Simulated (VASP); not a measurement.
Te2Mo: relaxation of cell and atoms with PBE+D3(BJ)

Crystal: Te2Mo.

```
Te Mo
1.0
     3.51820    0.00000    0.00000
    -1.75910    3.04685    0.00000
     0.00000    0.00000   13.97360
Te Mo
4 2
Direct
  0.33333 0.66667 0.62100
  0.66667 0.33333 0.12100
  0.33333 0.66667 0.87900
  0.66667 0.33333 0.37900
  0.33333 0.66667 0.25000
  0.66667 0.33333 0.75000
```

| Item | Value |
| --- | --- |
| Program | VASP 6.6.1 |
| Task | relaxation of cell and atoms |
| Functional | PBE |
| Dispersion | D3(BJ) |
| Potentials or basis | VASP PAW PBE potentials, release 64 (Te, Mo_sv) |
| Cutoff | 600 eV |
| k mesh | 9 × 9 × 2 |
| Occupations | gaussian, width 0.03 eV |
| Spin | no spin polarisation |
| Further INCAR settings | ALGO = Normal; EDIFF = 1e-06; IBRION = 2; EDIFFG = -0.01; NSW = 90; ISIF = 3 |

| Item | Value |
| --- | --- |
| Relaxed volume | 24.15 Å³/atom |
| Relaxed cell | a = 3.496 Å, b = 3.496 Å, c = 13.695 Å, α = 90.00°, β = 90.00°, γ = 120.00° |
| Space group after relaxing (to 0.05 Å) | P6_3/mmc (No. 194) |
| Energy gained by relaxing | 4.2 meV/atom |
| Ionic steps | 11 |
| Pressure after relaxing | 0.0 GPa |
| Band gap on the k mesh | 0.67 eV, indirect (least direct gap 1.03 eV) |
| Dispersion energy per atom | -0.554 eV |

Forces in eV/Å, atoms in the order of the input:
```
Te   0.000  0.000 -0.003
Te   0.000  0.000 -0.003
Te   0.000  0.000  0.003
Te   0.000  0.000  0.003
Mo   0.000  0.000  0.000
Mo   0.000  0.000  0.000
```

The path:
```tsv
step	energy change (eV)	largest force (eV/Å)	pressure (GPa)	volume (Å³)
1	0.0000	0.1801	-0.57	149.79
2	-0.0099	0.1781	0.16	147.87
3	-0.0107	0.1781	0.42	147.15
4	-0.0138	0.0446	-0.52	147.26
5	-0.0143	0.0147	-0.27	147.23
6	-0.0201	0.0145	-0.19	146.48
7	-0.0252	0.0121	-0.01	145.13
8	-0.0254	0.0107	0.04	144.86
9	-0.0254	0.0111	0.03	144.91
10	-0.0253	0.0168	-0.11	144.97
11	-0.0254	0.0027	-0.01	144.93
```

Final structure:
```xyz
6
Lattice="3.4957 0.0000 0.0000 -1.7478 3.0273 0.0000 0.0000 0.0000 13.6948" Properties=species:S:1:pos:R:3 pbc="T T T"
Te    0.0000    2.0182    8.4530
Te    1.7478    1.0091    1.6056
Te    0.0000    2.0182   12.0892
Te    1.7478    1.0091    5.2418
Mo    0.0000    2.0182    3.4237
Mo    1.7478    1.0091   10.2711
```

Levels at points of the mesh, in eV from the valence-band top:
```
           k point  band 22  band 23  band 24  band 25  band 26  band 27  band 28  band 29  band 30  band 31
(0.00, 0.00, 0.00)    -1.06    -1.01    -1.01    -0.17     0.00     2.87     2.87     3.06     3.06     3.07
(0.00, 0.00, 0.50)    -1.04    -1.04    -1.04    -0.05    -0.05     2.91     2.91     2.91     2.91     3.29
```

It took 18 min on 2 MPI ranks on Intel(R) Xeon(R) Platinum 8175M CPU @ 2.50GHz (Skylake/Cascade Lake), on a shared host, peak memory 0.36 GiB a rank.

Caveat: spin-orbit coupling is left out, which moves the levels of the heavy elements; an odd mesh through Γ misses points on the zone boundary, where band edges often lie. A hybrid or GW would open this gap; PBE tends to underestimate it.
